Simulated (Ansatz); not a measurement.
Runs of Ansatz 0.2.0 on Mg. The structure is cubic, space group Fm-3m (No. 225). Conventional cell: a = 4.489 Å, b = 4.489 Å, c = 4.489 Å, α = 90.00°, β = 90.00°, γ = 90.00°. Mg (site symmetry m-3m) is surrounded by 12 Mg at 3.17 Å. This isn't the form of Mg at room conditions, which is hcp.

```tsv
level	k mesh	cutoff (eV)	smearing	basis error allowed	mesh quality	gap on the mesh (eV)	pressure (GPa)
RPBE	10 × 10 × 10	106	gaussian 0.1 eV	0.001 eV/atom	not flagged	none	2.0
PBE	5 × 5 × 5	87	fermi-dirac 0.06 eV	0.003 eV/atom	coarse	none	(a)
LDA	10 × 10 × 10	107	gaussian 0.05 eV	0.001 eV/atom	not flagged	none	-1.4
PBEsol	10 × 10 × 10	106	gaussian 0.05 eV	0.001 eV/atom	not flagged	none	0.1
```

Alike in all rows: task single point; potentials or basis all-electron LAPW, scalar-relativistic; no spin polarisation; cell as given.

Task: Fill in the values left out.

Result: (a) 1.2.

Caveats: some runs use coarse meshes; the k mesh is thin for a metal, which can move the energy by tens of meV per atom (some runs).

A gap of «none» marks a metal or a gap under the smearing width.
